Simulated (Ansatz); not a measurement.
# MnS (P6_3mc): equation of state

The task here is to estimate one member of a computed series from the others.

The COD entry's cell or inner coordinates are ideal or old and differ from later refinements, so a difference from it is no clean test against experiment.

Computed with Ansatz 0.2.0 (DFT PBE, scalar-relativistic, plane waves, PAW, unless a step's input says otherwise).

Spin polarisation is switched off on purpose; where the compound carries moments, volume, stiffness and gap are then not the real material's.

**The starting structure**

It takes space group P6_3mc (No. 186, hexagonal). Conventional cell: a = 3.452 Å, b = 3.452 Å, c = 6.013 Å, α = 90.00°, β = 90.00°, γ = 120.00°. Around Mn (site symmetry 3m) lie 4 S at 2.15 to 2.19 Å. Around S (site symmetry 3m) lie 4 Mn at 2.15 to 2.19 Å.

As a file:

```xyz
4
Lattice="3.4516 0.0000 0.0000 -1.7258 2.9892 0.0000 0.0000 0.0000 6.0126" Properties=species:S:1:pos:R:3 pbc="T T T"
Mn    0.0000    1.9928    0.0630
Mn    1.7258    0.9964    3.0693
S     0.0000    1.9928    2.2519
S     1.7258    0.9964    5.2582
```

An earlier run at PBE left this cell at 15.508 Å³/atom and 0.00 GPa (12×12×6 mesh).

Volume factors to run: 0.980, 1.020, 0.960, 1.040.

The first run:

Contents of input.yaml:

```yaml
crystal:
  lattice:
    - [3.4284203381, 0.0, 0.0]
    - [-1.714210169, 2.9690991077, 0.0]
    - [0.0, 0.0, 5.9722221406]
  atoms:
    - { symbol: Mn, position: [0.3333333333, 0.6666666667, 0.0104739061] }
    - { symbol: Mn, position: [0.6666666667, 0.3333333333, 0.5104739061] }
    - { symbol: S, position: [0.3333333333, 0.6666666667, 0.3745260939] }
    - { symbol: S, position: [0.6666666667, 0.3333333333, 0.8745260939] }
basis:
  ecutwfc: 420
  ecutrho_ratio: 4
kpoints:
  mp_grid: { grid: [12, 12, 6] }
hamiltonian:
  xc: pbe
scf:
  occupations: { method: gaussian, width: 0.05 }
output:
  forces: true
  stress: true
  eigenvalues: true
relax:
  f_tol: 0.01
  max_steps: 40
  cell: { stress_tol: 0.1, fix: [volume] }
```

Run with:

```bash
ansatz run input.yaml --threads 1 --pin off --max-ram 2560MiB --backend cpu --events-out ev --progress --plain --runs-dir out
```

Among the steps run: Volume × 0.980; At 1.020 of the relaxed volume; Volume × 0.960; At 1.040 of the relaxed volume.

One table of the session follows, with a row left open; its other results are not shown here.

It belongs to the step «The fit». 

| volume (Å³/atom) | energy (meV/atom) | pressure (GPa) |
| --- | --- | --- |
| 14.888 | 10.52 | 5.47 |
| 15.198 | 2.55 | 2.67 |
| 15.508 | 0.00 | 0.00 |
| 15.819 | ? | ? |
| 16.129 | 9.25 | -4.57 |

**Question.** Estimate the row for volume (Å³/atom) = 15.819.

Worked estimate for «energy (meV/atom)». A straight line through the neighbours (15.508, 0.00) and (16.129, 9.25) gives 0.00 + (9.25 − 0.00) × (15.819 − 15.508) / (16.129 − 15.508) = 4.63; a parabola fitted to 3 rows on both sides gives 2.24.

**Answer.** energy (meV/atom): 2.42; pressure (GPa): -2.42. In «energy (meV/atom)» the line misses by +2.21 and the parabola by -0.18.
